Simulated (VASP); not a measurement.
## Al: relaxation of cell and atoms with PBE+D3(BJ)

The system is Al.

```
CELL_PARAMETERS angstrom
2.86335 0.00000 0.00000
-1.43167 2.47973 0.00000
0.00000 0.00000 4.67585
ATOMIC_POSITIONS crystal
Al 0.33333 0.66667 0.25000
Al 0.66667 0.33333 0.75000
```

This isn't the form of Al at room conditions, which is fcc.

```yaml
Program: VASP 6.6.1
Task: relaxation of cell and atoms
Functional: PBE
Dispersion: D3(BJ)
Potentials_or_basis: VASP PAW PBE potentials, release 64 (Al)
Cutoff: 600 eV
k_mesh: 18 × 18 × 10
Occupations: gaussian, width 0.1 eV
Spin: no spin polarisation
Dipole_correction: no
Further_INCAR_settings: ALGO = Fast; EDIFF = 1e-07; IBRION = 2; EDIFFG = -0.002; NSW = 100; ISIF = 3
```

```
Relaxed volume                         : 15.91 Å³/atom
Relaxed cell                           : a = 2.827 Å, b = 2.827 Å, c = 4.598 Å, α = 90.00°, β = 90.00°, γ = 120.00°
Space group after relaxing (to 0.05 Å) : P6_3/mmc (No. 194)
Energy gained by relaxing              : 7.2 meV/atom
Ionic steps                            : 8
Pressure after relaxing                : 0.0 GPa
Band gap on the k mesh                 : none (metal or under the smearing width)
Dispersion energy per atom             : -0.349 eV
```

Step by step:
```
step  energy change (eV)  largest force (eV/Å)  pressure (GPa)  volume (Å³)
   1              0.0000                0.0000           -3.19        33.20
   2             -0.0141                0.0000            0.48        31.64
   3             -0.0144                0.0000            0.01        31.81
   4             -0.0144                0.0000           -0.06        31.84
   5             -0.0144                0.0000           -0.06        31.84
   6             -0.0144                0.0000           -0.06        31.84
   7             -0.0144                0.0000            0.05        31.80
   8             -0.0144                0.0000            0.01        31.81
```

Final structure:
```yaml
crystal:
  lattice:
    - [2.82659, 0.00000, 0.00000]
    - [-1.41330, 2.44790, 0.00000]
    - [0.00000, 0.00000, 4.59783]
  atoms:
    - { symbol: Al, position: [0.33333, 0.66667, 0.25000] }
    - { symbol: Al, position: [0.66667, 0.33333, 0.75000] }
```

Levels at points of the mesh, in eV from the Fermi level:
```csv
k point,band 1,band 2,band 3,band 4,band 5,band 6,band 7
"(0.00, 0.00, 0.00)",-11.40,-4.73,-4.40,10.80,10.80,11.13,11.13
"(0.50, 0.00, 0.00)",-5.45,-5.30,0.60,1.23,1.45,1.87,5.71
"(0.00, 0.00, 0.50)",-9.66,-9.66,3.58,3.58,11.99,11.99,11.99
"(0.50, 0.00, 0.50)",-4.06,-4.06,-3.28,-3.28,7.19,7.19,7.67
```

Run time: 89 s on 1 thread of Intel(R) Xeon(R) Platinum 8488C (Sapphire Rapids), on a shared host, peak memory 0.2 GiB.

Caveat: pairwise dispersion overbinds metals, which lowers pressure and volume.
